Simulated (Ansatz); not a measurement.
Runs of Ansatz 0.2.0 on Sn. It takes space group I4/mmm (No. 139, tetragonal). Conventional cell: a = 4.058 Å, b = 4.058 Å, c = 3.322 Å, α = 90.00°, β = 90.00°, γ = 90.00°. Sn (site symmetry 4/mmm) has 10 Sn at 3.32 Å as nearest neighbours. This isn't the form of Sn at room conditions, which is tetragonal (white tin).

```csv
task,level,cell,k mesh,cutoff (eV),points for each segment of the path,mesh quality,gap on the mesh (eV),pressure (GPa),relaxed volume (Å³/atom)
band structure,revPBE,as given,6 × 6 × 6,420,14,coarse,none,(c),-
band structure,LDA,as given,6 × 6 × 6,420,14,coarse,none,(b),-
band structure,PBE,as given,6 × 6 × 6,420,14,coarse,none,1.4,-
band structure,r2SCAN,as given,6 × 6 × 6,500,14,coarse,none,0.1,-
band structure,PBEsol,as given,6 × 6 × 6,420,14,coarse,none,-1.4,-
band structure,BLYP,as given,6 × 6 × 6,420,14,coarse,none,6.0,-
relaxation of cell and atoms,PBE+D3(BJ),relaxed,10 × 10 × 10,420,-,not flagged,none,0.0,26.52
relaxation of cell and atoms,PBE+D3(BJ)-ATM,relaxed,10 × 10 × 10,420,-,not flagged,none,0.0,(a)
relaxation of cell and atoms,PBE,relaxed,10 × 10 × 10,420,-,not flagged,none,0.0,27.81
relaxation of cell and atoms,PBE+D4,relaxed,10 × 10 × 10,420,-,not flagged,none,0.0,26.50
band structure,RPBE,as given,6 × 6 × 6,420,14,coarse,none,2.8,-
```

Alike in all rows: potentials or basis Ansatz PAW; no spin polarisation; smearing fermi-dirac 0.05 eV.

Task: Fill in the values left out.

Result: (a) 26.64; (b) -2.6; (c) 2.4.

Caveats: some runs use coarse meshes; spin-orbit coupling is left out, which moves the levels of the heavy elements (some runs); the PAW data sets come from PBE, with cores solved anew for the run's functional, which leaves a small shift of forces and pressure (some runs); the plane-wave basis is chosen anew once the cell has moved, so the energies of steps on either side of that aren't comparable (some runs); pairwise dispersion overbinds metals, which lowers pressure and volume (some runs).

A k mesh can miss the band edges, and the runs leave out spin-orbit coupling on Sn.

A gap of «none» marks a metal or a gap under the smearing width.
